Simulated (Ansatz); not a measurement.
Si3N4:

```
Si N
1.0
     4.13078    0.00000    0.00000
     0.00000    4.13078    0.00000
     0.00000    0.00000    4.13078
Si N
3 4
Direct
  0.00000 0.00000 0.50000
  0.50000 0.00000 0.00000
  0.00000 0.50000 0.00000
  0.23952 0.23952 0.76048
  0.76048 0.76048 0.76048
  0.23952 0.76048 0.23952
  0.76048 0.23952 0.23952
```

The cell was built by a generator and needn't be a form met in nature.

```yaml
Program: Ansatz 0.2.0
Task: relaxation of cell and atoms
Functional: BLYP
Potentials_or_basis: Ansatz PAW
Cutoff: "420 eV (not typed: the program's choice for these potentials)"
k_mesh: 7 × 7 × 7
Occupations: fermi-dirac, width 0.05 eV
Spin: no spin polarisation
```

At the start: volume 10.07 Å³/atom.

Question: Where does the relaxation end?

Answer: It ends after 7 steps and the volume is 10.28 Å³/atom (+2.1 %); space group P-43m (No. 215, to 0.05 Å).

Step by step:
| step | energy change (eV) | largest force (eV/Å) | volume (Å³) |
| --- | --- | --- | --- |
| 1 | 0.0000 | 0.1556 | 70.48 |
| 2 | -0.0161 | 0.0641 | 71.57 |
| 3 | -0.0165 | 0.0330 | 71.86 |
| 4 | -0.0164 | 0.0004 | 71.93 |
| 5 | -0.0222 | 0.0009 | 71.93 |
| 6 | -0.0220 | 0.0002 | 71.98 |
| 7 | -0.0220 | 0.0003 | 71.98 |

Final structure:
```
Si N
1.0
     4.15983    0.00000    0.00000
     0.00000    4.15983    0.00000
     0.00000    0.00000    4.15983
Si N
3 4
Cartesian
  0.0000 0.0000 2.0799
  2.0799 0.0000 0.0000
  0.0000 2.0799 0.0000
  0.9873 0.9873 3.1725
  3.1725 3.1725 3.1725
  0.9873 3.1725 0.9873
  3.1725 0.9873 0.9873
```

Caveat: the plane-wave basis is chosen anew once the cell has moved, so the energies of steps on either side of that aren't comparable; the pressure holds a Pulay correction of +0.6 GPa for the finite cutoff; the PAW data sets come from PBE, with cores solved anew for the run's functional, which leaves a small shift of forces and pressure.
